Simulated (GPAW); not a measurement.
The system is BaTiO3.

```xyz
5
Lattice="2.8274 1.6324 2.3184 -2.8274 1.6324 2.3184 0.0000 -3.2648 2.3184" Properties=species:S:1:pos:R:3 pbc="T T T"
Ba    0.0000    0.0000    0.0000
Ti    0.0000    0.0000    3.3698
O     1.3885   -0.8017    2.3988
O    -1.3885   -0.8017    2.3988
O     0.0000    1.6033    2.3988
```

Base run:

| Item | Value |
| --- | --- |
| Program | GPAW 26.7.0 |
| Functional | LDA |
| Potentials or basis | the program's PAW data sets (release 1.2.1) made for this functional |
| Cutoff | 800 eV |
| Basis | pw |
| k mesh | 5 × 5 × 5 |
| Occupations | fermi-dirac, width 0.05 eV |
| Spin | no spin polarisation |

Its results: band gap on the k mesh 2.45 eV, indirect (least direct gap 2.72 eV); pressure -4.6 GPa; largest force 0.154 eV/Å.

**Question.** The run is repeated on the same cell with these changes: functional from LDA to r2SCAN; potentials or basis from the program's PAW data sets (release 1.2.1) made for this functional to GPAW PAW data sets (gpaw-data 1.2.1). What comes out?

**Answer.** Band gap on the k mesh 2.91 eV, indirect (least direct gap 3.19 eV); pressure 3.4 GPa; largest force 0.176 eV/Å.

Caveats: spin-orbit coupling is left out, which moves the levels of the heavy elements; the mesh misses the band edges, which the band path finds closer together; the PAW data sets were made with another functional, which shifts forces and pressure a little (some runs).

Not every run made on this cell is shown here.
